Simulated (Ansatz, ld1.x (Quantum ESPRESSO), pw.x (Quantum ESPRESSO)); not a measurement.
## Equation-of-state test of one TM potential (In)

* Element: indium (In)
* Generator: ld1.x (Quantum ESPRESSO) 7.5
* Type: norm-conserving Troullier–Martins (Kleinman–Bylander form)
* Functional: PBE
* Relativity: scalar-relativistic
* Frozen core: [Kr] 4d10
* Valence charge: 3
* Reference configuration: 5s2 5p1
* Partial waves: 5p (bound): rc 1.95 bohr; 5d channel at -0.15 Ry: rc 1.80 bohr; 5s (bound): rc 1.85 bohr
* Local potential: the s channel
* Core correction: Bessel-smoothed model core inside 1.15 bohr

Atomic tests: cutoffs needed: 25 Ry and 45 Ry (the cutoffs (Ry, on a coarse ladder) from which the occupation-weighted sum of valence levels, in a spherical-Bessel basis at the reference potential, stays within 10 and 1 mRy of its value at 400 Ry); ghost test: no extra level below or beside the all-electron valence levels (p, d, s, f tested) (spherical-Bessel basis up to 400 Ry, 20 bohr box); largest excitation error: -215 meV (all-electron minus pseudo) for 5s1 5p0, out of 7 test configurations.

Crystal test: bcc In in pw.x 7.5, no spin, 12³ k-points, Fermi–Dirac smearing 0.01 Ry, cutoffs 55/220 Ry. The reference is all-electron LAPW (Ansatz 0.2.0) with the same functional, mesh and smearing; V0 and B0 come from Birch–Murnaghan fits to the pressures at five volumes. Errors are pseudo minus all-electron; Δ is the rms difference of the E(V) curves that follow from these fits, minima aligned, over ±6 % about the mean V0. Mesh and smearing are coarse, so the numbers serve the comparison and aren't converged zero-temperature values; the lattice is a test structure that the element need not adopt.

```tsv
V (Å³/atom)	P all-electron (GPa)	P pseudo (GPa)
26.725	1.56	-10.00
27.429	0.54	-9.93
28.132	-0.33	-9.83
28.835	-1.07	-9.71
29.539	-1.70	-9.58
```

All-electron: a0 = 3.819 Å (V0 = 27.85 Å³/atom), B0 = 33.9 GPa.

Pseudopotential: mean pressure error (GPa): -9.61. The pressure does not cross zero within the volumes sampled, so no fit is given. This is a poor potential for the solid. The pseudo pressure rises with volume over the whole range, a mechanical instability.

Task: At the middle volume, how do free energy and pressure move when the wave cutoff is lowered (ecutrho kept at four times it)?

Result:

```json
{"cutoff (Ry)": "25", "shift of F (meV/atom)": "+53.4", "shift of P (GPa)": "-0.75"}
{"cutoff (Ry)": "33", "shift of F (meV/atom)": "+23.4", "shift of P (GPa)": "-0.12"}
{"cutoff (Ry)": "44", "shift of F (meV/atom)": "+7.9", "shift of P (GPa)": "-0.23"}
```

The run at the middle volume (72 k-points, 6 iterations) took about 8.6 s on one core of a shared host (Neoverse-V1, 32 threads, 247 GiB, load 25).
